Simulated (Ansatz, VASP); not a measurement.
# Two plane-wave programs on Si3C

Contents of POSCAR:

```
Si3C
1.0
    3.4657907249      0.0000000000      0.0000000000
    0.0000000000      3.4657907249      0.0000000000
    0.0000000000      0.0000000000      5.0499460807
C Si
1 3
Direct
    0.0000000000      0.0000000000      0.0000000000
    0.0000000000      0.5000000000      0.2031984769
    0.5000000000      0.5000000000      0.5000000000
    0.5000000000      0.0000000000      0.7968015231
```

The input INCAR.step1:

```
PREC     = Accurate       # precision mode
ENCUT    = 520            # plane-wave cutoff, eV
ISMEAR   = -1             # smearing method
SIGMA    = 0.02           # smearing width, eV
LREAL    = False          # projectors in reciprocal space
LASPH    = True           # aspherical terms in the spheres
NELM     = 100            # most SCF steps
NBANDS   = 16             # bands
GGA      = PE             # functional
ALGO     = Normal         # electronic algorithm
EDIFF    = 1E-4           # SCF threshold, eV
LWAVE    = True           # write WAVECAR
LCHARG   = False          # write CHGCAR
```

File INCAR.step2:

```
PREC     = Accurate       # precision mode
ENCUT    = 520            # plane-wave cutoff, eV
EDIFF    = 1E-6           # SCF threshold, eV
ISMEAR   = -1             # smearing method
SIGMA    = 0.02           # smearing width, eV
LREAL    = False          # projectors in reciprocal space
LASPH    = True           # aspherical terms in the spheres
NELM     = 100            # most SCF steps
ALGO     = Normal         # electronic algorithm
ISIF     = 2              # what is computed and relaxed
LWAVE    = False          # write WAVECAR
LCHARG   = False          # write CHGCAR
METAGGA  = R2SCAN         # meta-GGA
LMIXTAU  = True         
NBANDS   = 16             # bands
ISTART   = 1
```

File KPOINTS:

```
regular mesh
0
Gamma
  6 6 4
```

Input for Ansatz:

```yaml
crystal:
  lattice:
    - [3.4657907249, 0.0, 0.0]
    - [0.0, 3.4657907249, 0.0]
    - [0.0, 0.0, 5.0499460807]
  atoms:
    - { symbol: C, position: [0.0, 0.0, 0.0] }
    - { symbol: Si, position: [0.0, 0.5, 0.2031984769] }
    - { symbol: Si, position: [0.5, 0.5, 0.5] }
    - { symbol: Si, position: [0.5, 0.0, 0.7968015231] }
kpoints:
  mp_grid: { grid: [6, 6, 4] }
hamiltonian:
  xc: r2scan
scf:
  occupations: { method: fermi_dirac, width: 0.02 }
  n_extra_bands: 5
output:
  forces: true
  stress: true
  eigenvalues: true
```

Alike in both runs: task single point; functional r2SCAN; k mesh 6 × 6 × 4; occupations fermi-dirac, width 0.02 eV; no spin polarisation.

|  | VASP | Ansatz |
| --- | --- | --- |
| version | VASP 6.6.1 | Ansatz 0.2.0 |
| potentials or method | VASP PAW PBE potentials, release 64 (C, Si) | plane waves, PAW |
| plane-wave cutoff (eV) | 520 | 500 |
| valence electrons in the cell | 16 | 16 |

|  | VASP | Ansatz | Ansatz less VASP |
| --- | --- | --- | --- |
| pressure (GPa) | -4.1 | -3.9 | +0.17 |
| largest component of the traceless stress (GPa) | 0.14 | 0.12 | -0.027 |
| rms of the force components (eV/Å) | 0.045 | 0.030 | -0.0153 |

Atom by atom the forces differ by 0.015 eV/Å (rms over components).

Caveats: the PAW data sets were made with another functional, which shifts forces and pressure a little (VASP).
